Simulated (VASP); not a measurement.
Write the native input for VASP 6.6.1 that does the following.

| Item | Value |
| --- | --- |
| Task | relaxation of shape and atoms at fixed volume |
| Functional | PBE |
| Dispersion | D3(BJ) |
| Potentials or basis | VASP PAW PBE potentials, release 64 (Ga_d, N) |
| Cutoff | 600 eV |
| k mesh | 12 × 12 × 5 |
| Occupations | gaussian, width 0.03 eV |
| Spin | no spin polarisation |
| Further INCAR settings | ALGO = Normal; EDIFF = 1e-07; IBRION = 2; EDIFFG = -0.01; NSW = 40; ISIF = 4 |

The structure of GaN lies in POSCAR:

```
GaN                                     
1.0
    3.2168373562      0.0000000000      0.0000000000
   -1.6084186781      2.7858628703      0.0000000000
    0.0000000000      0.0000000000      5.2434461027
  Ga              N             
     2     2
Direct
     0.3333333332999970    0.6666666667000030    0.9992111713869392
     0.6666666667000030    0.3333333332999970    0.4992111713869392
     0.3333333332999970    0.6666666667000030    0.3757888286130608
     0.6666666667000030    0.3333333332999970    0.8757888286130608
```

The cell isn't the ideal one: a relaxed cell with its volume scaled by 1.02.

One way to write it, as run:

INCAR

```
PREC = Accurate
ENCUT = 600
EDIFF = 1E-7
ISMEAR = 0
SIGMA = 0.03
LREAL = F
LASPH = T
NELM = 80
ALGO = Normal
ISIF = 4
LWAVE = F
LCHARG = F
GGA = PE
IVDW = 12
IBRION = 2
NSW = 40
EDIFFG = -0.01
```

KPOINTS

```
regular mesh
0
Gamma
  12 12 5
```

Potentials or basis: VASP PAW PBE potentials, release 64 (Ga_d, N).

Launch:

```bash
$ cat potpaw_PBE.64/Ga_d/POTCAR potpaw_PBE.64/N/POTCAR > POTCAR
$ mpirun -np 1 vasp_std > vasp.out
```

It gave:

The pressure after relaxing is -3.4 GPa and the band gap on the k mesh is 1.72 eV, direct. The dispersion energy per atom is -0.247 eV.

Caveat: the relaxation stopped at its first step, so nothing moved.

Run time: 100 s on 1 thread of Intel(R) Xeon(R) Platinum 8259CL CPU @ 2.50GHz (Skylake/Cascade Lake) (shared host), peak memory 0.22 GiB.
